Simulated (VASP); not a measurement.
Input of a VASP 6.6.1 run:

The input INCAR:

```
SYSTEM = Li2S
ALGO     = Normal         ! electronic algorithm
EDIFF    = 1E-6           ! SCF threshold, eV
ENCUT    = 520            ! plane-wave cutoff, eV
GGA      = PE             ! functional
ISIF     = 2              ! what is computed and relaxed
ISMEAR   = 0              ! smearing method
LASPH    = .True.         ! aspherical terms in the spheres
LCHARG   = .False.        ! write CHGCAR
LREAL    = .False.        ! projectors in reciprocal space
LWAVE    = .False.        ! write WAVECAR
NBANDS   = 13             ! bands
NELM     = 60             ! most SCF steps
PREC     = Accurate       ! precision mode
SIGMA    = 0.02           ! smearing width, eV
```

The input KPOINTS:

```
k-points
0
Gamma
  8 8 8
  0 0 0
```

POSCAR

```
Li2S
1.0
    0.0000000000      2.8528367780      2.8528367780
    2.8528367780      0.0000000000      2.8528367780
    2.8528367780      2.8528367780      0.0000000000
Li S
2 1
Direct
    0.7500000000      0.7500000000      0.7500000000
    0.2500000000      0.2500000000      0.2500000000
    0.0000000000      0.0000000000      0.0000000000
```

Potentials or basis: VASP PAW PBE potentials, release 64 (Li_sv, S).

The run is started by

```sh
$ cat potpaw_PBE.64/Li_sv/POTCAR potpaw_PBE.64/S/POTCAR > POTCAR
$ mpirun -np 1 vasp_std > vasp.out
```

Q: Predict the band gap on the k mesh.

A: 3.39 eV, indirect (least direct gap 4.26 eV).

 A k mesh can miss the band edges.
